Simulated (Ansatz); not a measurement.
Crystal: InP.

```
In P
1.0
     0.00000    2.93050    2.93050
     2.93050    0.00000    2.93050
     2.93050    2.93050    0.00000
In P
1 1
Direct
  0.00000 0.00000 0.00000
  0.75000 0.75000 0.75000
```

Base run:

```yaml
Program: Ansatz 0.2.0
Functional: BLYP
Potentials_or_basis: Ansatz PAW
Cutoff: "420 eV (not typed: the program's choice for these potentials)"
k_mesh: 8 × 8 × 8
Occupations: fermi-dirac, width 0.05 eV
Spin: no spin polarisation
```

Its results: band gap on the k mesh 0.60 eV, direct; pressure 6.7 GPa.

**Question.** After a change of settings the same cell gave: band gap on the k mesh 0.62 eV, direct; pressure 0.6 GPa. Which change was it?
A. functional from BLYP to RPBE
B. functional from BLYP to revPBE
C. functional from BLYP to r2SCAN; cutoff from 420 eV (not typed: the program's choice for these potentials) to 500 eV (not typed: the program's choice for these potentials)
D. functional from BLYP to PBEsol

**Answer.** D.

PBEsol binds more tightly than BLYP, so the same cell stands under less pressure.

Caveats: spin-orbit coupling is left out, which moves the levels of the heavy elements; the PAW data sets come from PBE, with cores solved anew for the run's functional, which leaves a small shift of forces and pressure.

Runs at the PBE level aren't shown here.
